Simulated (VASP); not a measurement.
# PtS2 in VASP: notebook

Aim: see how the results for PtS2 move with the level of theory and the settings. Levels: HSE06, PBE0. Tasks: work function.

Everything below comes from runs of VASP 6.6.1. Logs are shortened: lines on timing, memory, paths and dates and some standing lists are left out, and cuts for length are marked.

## 1. The structure

The cell holds a sheet with vacuum, 3 atoms: a = 3.537 Å, b = 3.537 Å, c = 18.460 Å, α = 90.00°, β = 90.00°, γ = 120.00°.

The cell was built by a generator and needn't be a form met in nature.

## 2. Work function, HSE06

POSCAR

```
PtS2                                    
1.0
    3.5372035416      0.0000000000      0.0000000000
   -1.7686017708      3.0633081279      0.0000000000
    0.0000000000      0.0000000000     18.4600000000
  S               Pt            
     2     1
Direct
     0.3333330000000032    0.6666669999999968    0.4327637343215965
     0.6666669999999968    0.3333330000000032    0.5672362656784036
     0.0000000000000000    1.0000000000000000    0.5000000000000000
```

INCAR.step1

```
PREC = Accurate
ENCUT = 520
EDIFF = 1E-5
ISMEAR = 0
SIGMA = 0.03
LREAL = F
LASPH = T
NELM = 60
ALGO = Normal
ISIF = 2
LWAVE = T
LDIPOL = T
IDIPOL = 3
DIPOL = 0.5 0.5 0.500
GGA = PE
KPAR = 4
```

INCAR.step2

```
PREC = Accurate
ENCUT = 520
EDIFF = 1E-7
ISMEAR = 0
SIGMA = 0.03
LREAL = F
LASPH = T
NELM = 60
ALGO = Normal
ISIF = 2
LWAVE = F
LCHARG = T
LDIPOL = T
IDIPOL = 3
DIPOL = 0.5 0.5 0.500
GGA = PE
LHFCALC = T
HFSCREEN = 0.2
PRECFOCK = Fast
LVHAR = T
LVACPOTAV = T
ISTART = 1
KPAR = 4
```

KPOINTS

```
regular mesh
0
Gamma
  6 6 1
```

Potentials or basis: VASP PAW PBE potentials, release 64 (S, Pt).

Launch:

```console
$ cat potpaw_PBE.64/S/POTCAR potpaw_PBE.64/Pt/POTCAR > POTCAR
$ cp INCAR.step1 INCAR
$ mpirun -np 4 vasp_std > vasp.out
$ cp INCAR.step2 INCAR
$ mpirun -np 4 vasp_std > vasp.out
```

OUTCAR:

```text
PREC = Accurate
   ENCUT = 520
   EDIFF = 1E-7
   ISMEAR = 0
   LREAL = F
   LASPH = T
   NELM = 60
   ISIF = 2
   GGA = PE
   LHFCALC = T
   HFSCREEN = 0.2
   PRECFOCK = Fast
   ISTART = 1

 ion  position               nearest neighbor table
   1  0.333  0.667  0.433-   3 2.39   3 2.39   3 2.39
   2  0.667  0.333  0.567-   3 2.39   3 2.39   3 2.39
   3  0.000  0.000  0.500-   1 2.39   2 2.39   2 2.39   1 2.39   2 2.39   1 2.39

  LATTYP: Found a hexagonal cell.
 ALAT       =     3.5372035416
 C/A-ratio  =     5.2188119182

  Lattice vectors:

 A1 = (   3.5372035416,   0.0000000000,   0.0000000000)
 A2 = (  -1.7686017708,   3.0633081279,   0.0000000000)
 A3 = (   0.0000000000,   0.0000000000,  18.4600000000)

Analysis of symmetry for initial positions (statically):
=====================================================================
 Subroutine PRICEL returns:
 Original cell was already a primitive cell.

 Routine SETGRP: Setting up the symmetry group for a
 hexagonal supercell.

 Subroutine GETGRP returns: Found 12 space group operations
 (whereof 12 operations were pure point group operations)
 out of a pool of 24 trial point group operations.

The static configuration has the point symmetry D_3d.

Analysis of symmetry for dynamics (positions and initial velocities):
=====================================================================
 Subroutine PRICEL returns:
 Original cell was already a primitive cell.

 Routine SETGRP: Setting up the symmetry group for a
 hexagonal supercell.

 Subroutine GETGRP returns: Found 12 space group operations
 (whereof 12 operations were pure point group operations)
 out of a pool of 24 trial point group operations.

The dynamic configuration has the point symmetry D_3d.

 Subroutine INISYM returns: Found 12 space group operations
 (whereof 12 operations are pure point group operations),
 and found     1 'primitive' translations

----------------------------------------------------------------------------------------

                                     Primitive cell

  volume of cell :     200.0241

  direct lattice vectors                    reciprocal lattice vectors
     3.537203542  0.000000000  0.000000000     0.282709205  0.163222235  0.000000000
    -1.768601771  3.063308128  0.000000000     0.000000000  0.326444471  0.000000000
     0.000000000  0.000000000 18.460000000     0.000000000  0.000000000  0.054171181

  length of vectors
     3.537203542  3.537203544 18.460000000     0.326444471  0.326444471  0.054171181

  position of ions in fractional coordinates (direct lattice)
     0.333333000  0.666667000  0.432763734
     0.666667000  0.333333000  0.567236266
     0.000000000  0.000000000  0.500000000

  ion indices of the primitive-cell ions
   primitive index   ion index
                 1           1
                 2           2
                 3           3

----------------------------------------------------------------------------------------

 KPOINTS: regular mesh

Automatic generation of k-mesh.
 Grid dimensions read from file:
 generate k-points for:    6    6    1

 Generating k-lattice:

  Cartesian coordinates                     Fractional coordinates (reciprocal lattice)
     0.047118201  0.027203706  0.000000000     0.166666667 -0.000000000  0.000000000
     0.000000000  0.054407412  0.000000000     0.000000000  0.166666667  0.000000000
     0.000000000  0.000000000  0.054171181     0.000000000  0.000000000  1.000000000

  Length of vectors
     0.054407412  0.054407412  0.054171181

  Shift w.r.t. Gamma in fractional coordinates (k-lattice)
     0.000000000  0.000000000  0.000000000

 Subroutine IBZKPT returns following result:
 ===========================================

 Found      7 irreducible k-points:

 Following reciprocal coordinates:
            Coordinates               Weight
  0.000000  0.000000  0.000000      1.000000
  0.166667  0.000000  0.000000      6.000000
  0.333333  0.000000  0.000000      6.000000
  0.500000  0.000000  0.000000      3.000000
  0.166667  0.166667  0.000000      6.000000
  0.333333  0.166667  0.000000     12.000000
  0.333333  0.333333  0.000000      2.000000
   k-points           NKPTS =      7   k-points in BZ     NKDIM =     36   number of bands    NBANDS=     15
   number of dos      NEDOS =    301   number of ions     NIONS =      3
   total plane-waves  NPLWV = 109760
   dimension x,y,z NGX =    28 NGY =   28 NGZ =  140
   dimension x,y,z NGXF=    56 NGYF=   56 NGZF=  280
   ions per type =               2   1
   NGX,Y,Z   is equivalent  to a cutoff of  13.16, 13.16, 12.61 a.u.
   NGXF,Y,Z  is equivalent  to a cutoff of  26.32, 26.32, 25.22 a.u.
 SYSTEM =  unknown system
   PREC   = accura    normal or accurate (medium, high low for compatibility)
   ISTART =      1    job   : 0-new  1-cont  2-samecut
   ICHARG =      0    charge: 1-file 2-atom 10-const
   ISPIN  =      1    spin polarized calculation?
   LNONCOLLINEAR =      F non collinear calculations
   LSORBIT =      F    spin-orbit coupling
   LASPH  =      T    aspherical Exc in radial PAW
   ENCUT  =  520.0 eV  38.22 Ry    6.18 a.u.   6.58  6.58 34.32*2*pi/ulx,y,z
   NELM   =     60;   NELMIN=  2; NELMDL=  0     # of ELM steps
   EDIFF  = 0.1E-06   stopping-criterion for ELM
   LREAL  =      F    real-space projection
   EDIFFG = 0.1E-05   stopping-criterion for IOM
   NSW    =      0    number of steps for IOM
   IBRION =     -1    ionic relax: 0-MD 1-quasi-New 2-CG
   NFREE  =      0    steps in history (QN), initial steepest desc. (CG)
   ISIF   =      2    stress and relaxation
   ISYM   =      3    0-nonsym 1-usesym 2-fastsym
   POTIM  = 0.5000    time-step for ionic-motion
   TEBEG  =    0.0;   TEEND  =   0.0 temperature during run
   PSTRESS=    0.0 pullay stress
   NELECT =      22.0000    total number of electrons
   NUPDOWN=      -1.0000    fix difference up-down
   EMIN   =  10.00;   EMAX   =-10.00  energy-range for DOS
   EFERMI =   0.00;   METHOD = LEGACY
   ISMEAR =     0;   SIGMA  =   0.03  broadening in eV -4-tet -1-fermi 0-gaus
   EFERMI_NEDOS =   21; number of points for ismear=-14 and -15
   IALGO  =     38    algorithm
   IMIX   =      1    mixing-type and parameters
     AMIX     =   0.40;   BMIX     =  1.00
     AMIX_MAG =   1.60;   BMIX_MAG =  1.00
  volume/ion in A,a.u.               =      66.67       449.94
  Fermi-wavevector in a.u.,A,eV,Ry     =   0.784371  1.482246  8.370821  0.615238
  Thomas-Fermi vector in A             =   1.888490
   LORBIT       =      0    0 simple, 1 ext, 2 COOP (PROOUT), +10 PAW based schemes
   GGA     = PE    functional components
   LHFCALC =     T    Hartree Fock is set to
   PRECFOCK=fast      Normal, Fast or Accurate (Low or Medium for compatibility)
   ENCUT4O =  -1.0   cutoff for four orbital integrals eV
   NKREDX  =     1    reduce k-point grid by
   NKREDY  =     1    reduce k-point grid by
   NKREDZ  =     1    reduce k-point grid by
   AEXX    =    0.2500 exact exchange contribution
   HFSCREEN=    0.2000 screening length (either q_TF or 0.3 A-1)
   HFSCREENC=   0.2000 screening length for correlation (either q_TF or 0.3 A-1)
   ENCUTFOCK=  -1.0 apply spherical cutoff to Coloumb kernel
   IVDW    =     0    specifies the selected vdW correction
   LEPSILON=     F    determine dielectric tensor
   LRPA    =     F    only Hartree local field effects (RPA)
 non-spin polarized calculation
 Gauss-broadening in eV      SIGMA  =   0.03
  energy-cutoff  :      520.00
  volume of cell :      200.02
 maximum number of plane-waves:      5481
 NGX is ok and might be reduce to    28
  NGX = 16; NGY = 16; NGZ = 84

 dipolmoment           0.000000      0.000000      0.000000 electrons x Angstroem

 number of electron      22.0000002 magnetization

 dipolmoment           0.000000      0.000000     -0.000000 electrons x Angstroem

 Free energy of the ion-electron system (eV)
  ---------------------------------------------------
  ext. energy  EPLUGINS =         0.00000000
  ---------------------------------------------------
  free energy    TOTEN  =       -18.74800167 eV

  energy without entropy =      -18.74800167  energy(sigma->0) =      -18.74800167

 E-fermi :  -3.5568     XC(G=0):  -2.9393

 val. band max:       -3.6951963587   @ k =   0.1667   0.1667   0.0000
 cond. band min:      -0.7455959851   @ k =   0.1667   0.0000   0.0000
 fundamental gap:      2.9496003736
 Fermi energy:        -3.5568229435

 k-point     1 :       0.0000    0.0000    0.0000
  band No.  band energies     occupation
      1     -19.0803      2.00000
      2     -16.6639      2.00000
      3      -9.7351      2.00000
      4      -9.7350      2.00000
      5      -9.6614      2.00000
      6      -7.2140      2.00000
      7      -7.2140      2.00000
      8      -4.8567      2.00000
      9      -4.2858      2.00000
     10      -3.7641      2.00000
     11      -3.7641      2.00000
     12       0.5219      0.00000
     13       0.5219      0.00000
     14       2.6890      0.00000
     15       3.0576      0.00000

 k-point     2 :       0.1667    0.0000    0.0000
  band No.  band energies     occupation
      1     -18.7066      2.00000
      2     -16.7407      2.00000
      3      -9.7353      2.00000
      4      -9.4935      2.00000
      5      -9.3142      2.00000
      6      -7.6820      2.00000
      7      -7.4325      2.00000
      8      -5.7219      2.00000
      9      -3.8805      2.00000
     10      -3.8138      2.00000
     11      -3.8000      2.00000
     12      -0.7456      0.00000
     13       0.1888      0.00000
     14       3.2987      0.00000
     15       3.5331      0.00000

 k-point     3 :       0.3333    0.0000    0.0000
  band No.  band energies     occupation
      1     -17.8126      2.00000
      2     -16.8846      2.00000
      3      -9.9548      2.00000
      4      -9.1387      2.00000
      5      -8.7843      2.00000
      6      -8.2925      2.00000
      7      -7.3346      2.00000
      8      -6.2045      2.00000
      9      -5.0433      2.00000
     10      -4.6156      2.00000
     11      -4.2267      2.00000
     12      -0.5725      0.00000
     13       0.1637      0.00000
     14       3.2173      0.00000
     15       4.6804      0.00000

 k-point     4 :       0.5000    0.0000    0.0000
  band No.  band energies     occupation
      1     -17.3096      2.00000
      2     -16.8723      2.00000
      3     -10.7213      2.00000
      4      -9.1068      2.00000
      5      -8.3251      2.00000
      6      -7.7820      2.00000
      7      -6.5393      2.00000
      8      -6.3540      2.00000
      9      -5.7533      2.00000
     10      -5.7162      2.00000
     11      -5.1703      2.00000
     12       0.2095      0.00000
     13       0.3195      0.00000
     14       3.0338      0.00000
     15       4.2215      0.00000

 k-point     5 :       0.1667    0.1667    0.0000
  band No.  band energies     occupation
      1     -18.0583      2.00000
      2     -16.8565      2.00000
      3      -9.5855      2.00000
      4      -9.3263      2.00000
      5      -8.8762      2.00000
      6      -8.0724      2.00000
      7      -7.8554      2.00000
      8      -6.2771      2.00000
      9      -4.5454      2.00000
     10      -4.3934      2.00000
     11      -3.6952      2.00000
     12      -0.6846      0.00000
     13      -0.5233      0.00000
     14       4.1898      0.00000
     15       4.2309      0.00000

 k-point     6 :       0.3333    0.1667    0.0000
  band No.  band energies     occupation
      1     -17.2715      2.00000
      2     -16.9363      2.00000
      3     -10.1699      2.00000
      4      -9.3036      2.00000
      5      -8.4493      2.00000
      6      -7.9088      2.00000
      7      -7.4795      2.00000
      8      -6.3888      2.00000
      9      -5.9334      2.00000
     10      -5.1954      2.00000
     11      -4.3010      2.00000
     12      -0.6203      0.00000
     13       0.0214      0.00000
     14       3.9035      0.00000
     15       5.2705      0.00000

 k-point     7 :       0.3333    0.3333    0.0000
  band No.  band energies     occupation
      1     -16.9661      2.00000
      2     -16.9661      2.00000
      3      -9.4870      2.00000
      4      -9.4223      2.00000
      5      -9.4223      2.00000
      6      -7.5375      2.00000
      7      -7.5375      2.00000
      8      -6.8726      2.00000
      9      -6.0659      2.00000
     10      -4.7191      2.00000
     11      -4.7191      2.00000
     12      -0.5650      0.00000
     13      -0.5650      0.00000
     14       4.5624      0.00000
     15       6.4832      0.00000

------------------------ aborting loop because EDIFF is reached ----------------------------------------

  FORCE on cell =-STRESS in cart. coord.  units (eV):
  Direction    XX          YY          ZZ          XY          YZ          ZX
  --------------------------------------------------------------------------------------
  -------------------------------------------------------------------------------------
  Total       -1.0437463     -1.0437463     -0.9030879     -0.0000000      0.0000000      0.0000000
  in kB       -8.3603237     -8.3603237     -7.2336610     -0.0000000      0.0000000      0.0000000
  external PRESSURE =      -7.9847695 kB  Pullay stress =       0.0000000 kB

 VOLUME and BASIS-vectors are now :
 -----------------------------------------------------------------------------
  energy-cutoff  :      520.00
  volume of cell :      200.02
      direct lattice vectors                 reciprocal lattice vectors
     3.537203542  0.000000000  0.000000000     0.282709205  0.163222235  0.000000000
    -1.768601771  3.063308128  0.000000000     0.000000000  0.326444471  0.000000000
     0.000000000  0.000000000 18.460000000     0.000000000  0.000000000  0.054171181

 POSITION                                       TOTAL-FORCE (eV/Angst)
 -----------------------------------------------------------------------------------
     -0.00000      2.04221      7.98882        -0.000000      0.000000      0.351355
      1.76860      1.02110     10.47118         0.000000      0.000000     -0.351355
      0.00000      0.00000      9.23000        -0.000000      0.000000      0.000000
 -----------------------------------------------------------------------------------
    total drift:                                0.000000     -0.000000      0.000000

  FREE ENERGIE OF THE ION-ELECTRON SYSTEM (eV)
  ---------------------------------------------------
  free  energy   TOTEN  =       -18.7480016747 eV

  energy  without entropy=      -18.7480016747  energy(sigma->0) =      -18.74800167

 vacuum level on the upper side and lower side of the slab         3.346         3.346
```

Wall time 2.4 min (4 MPI ranks of Intel Xeon Platinum 8559C (Emerald Rapids), shared host); peak memory 0.42 GiB.

What came out:

```
Free energy                            : -18.7480 eV
Largest force                          : 0.351 eV/Å
Band gap on the k mesh                 : 2.95 eV, indirect (least direct gap 3.01 eV)
Ionisation potential of the upper face : 7.04 eV
```

Forces in eV/Å, atoms in the order of the input:
```
S    0.000  0.000  0.351
S    0.000  0.000 -0.351
Pt   0.000  0.000  0.000
```

Levels at points of the mesh, in eV from the valence-band top:
```
           k point  band 7  band 8  band 9  band 10  band 11  band 12  band 13  band 14  band 15
(0.00, 0.00, 0.00)   -3.52   -1.16   -0.59    -0.07    -0.07     4.22     4.22     6.38     6.75
(0.50, 0.00, 0.00)   -2.84   -2.66   -2.06    -2.02    -1.48     3.90     4.01     6.73     7.92
```

Caveat: the PAW data sets were made with another functional, which shifts forces and pressure a little; spin-orbit coupling is left out, which moves the levels of the heavy elements.

(Continued in part 2 of 2.)
